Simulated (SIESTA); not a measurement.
**ZnS under changes of volume**

One of the cells (19.727 Å³/atom); the others are scaled copies at fixed shape and fractional positions:

```
Zn S
1.0
     0.00000    2.70200    2.70200
     2.70200    0.00000    2.70200
     2.70200    2.70200    0.00000
Zn S
1 1
Direct
  0.75000 0.75000 0.75000
  0.00000 0.00000 0.00000
```

| Quantity | Value |
| --- | --- |
| Program | SIESTA 5.4.2 |
| Functional | vdW-DF |
| Potentials or basis | PseudoDojo 0.4 standard (PBE files) |
| Basis | DZP (energy shift 0.002 Ry) |
| Grid cutoff | 800 Ry |
| Energy shift | 0.002 Ry |
| k mesh | 9 × 9 × 9 |
| Occupations | fermi-dirac, width 0.05 eV |
| Spin | no spin polarisation |

```tsv
volume (Å³/atom)	energy over the lowest point (meV/atom)	pressure (GPa)	gap on the mesh (eV)
18.543	?	?	?
18.938	79.21	11.1	3.18
19.332	54.95	8.8	3.05
19.727	35.29	7.2	2.93
20.121	19.72	5.4	2.81
20.516	8.28	3.9	2.69
20.910	0.00	2.5	2.58
```

Task: What does the run at 18.543 Å³/atom give?

Result: Energy over the lowest point 109.49 meV/atom; pressure 13.4 GPa; gap on the mesh 3.31 eV.

Worked out: A Birch-Murnaghan fit of order 3 (a polynomial in V^(-2/3)) to the other rows has no minimum within the range. It gives 108.72 meV/atom at 18.543 Å³/atom, against the run's 109.49, and -dE/dV = 13.1 GPa, against 13.4. A straight line through the other rows of the gap, of slope -6.06 eV per unit of ln V (its deformation potential), extrapolates to 3.31 eV, against the run's 3.31.

Energies are extrapolated to zero smearing.

Caveats: semicore shells carry a single zeta, which can move pressures by several GPa and volumes by a few percent; the valence orbitals were made in a potential fitted to the semicore shell under them, which widens gaps by tenths of an eV or more; the potentials were made for another functional, which shifts forces and pressure; an odd mesh through Γ misses points on the zone boundary, where band edges often lie; the basis of atomic orbitals isn't converged, which shifts pressures, moduli and gaps.
